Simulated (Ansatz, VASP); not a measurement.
**TiB2 in VASP and in Ansatz**

```xyz
3
Lattice="2.9640 0.0000 0.0000 -1.4820 2.5669 0.0000 0.0000 0.0000 3.1174" Properties=species:S:1:pos:R:3 pbc="T T T"
Ti    0.0000    0.0000    0.0000
B     0.0000    1.7113    1.5587
B     1.4820    0.8556    1.5587
```

Alike in both runs: functional LDA; k mesh 10 × 10 × 9; occupations fermi-dirac, width 0.1 eV; no spin polarisation.

Ansatz relaxed the structure, and its values are those at the end. VASP's run is a single point on that final structure, the one shown.

|  | VASP | Ansatz |
| --- | --- | --- |
| version | VASP 6.6.1 | Ansatz 0.2.0 |
| potentials or method | VASP PAW LDA potentials, release 64 (Ti_sv, B) | plane waves, PAW |
| plane-wave cutoff (eV) | 520 | 420 |
| valence electrons in the cell | 18 | 18 |

|  | VASP | Ansatz | Ansatz less VASP |
| --- | --- | --- | --- |
| pressure (GPa) | 10.7 | 10.0 | -0.72 |
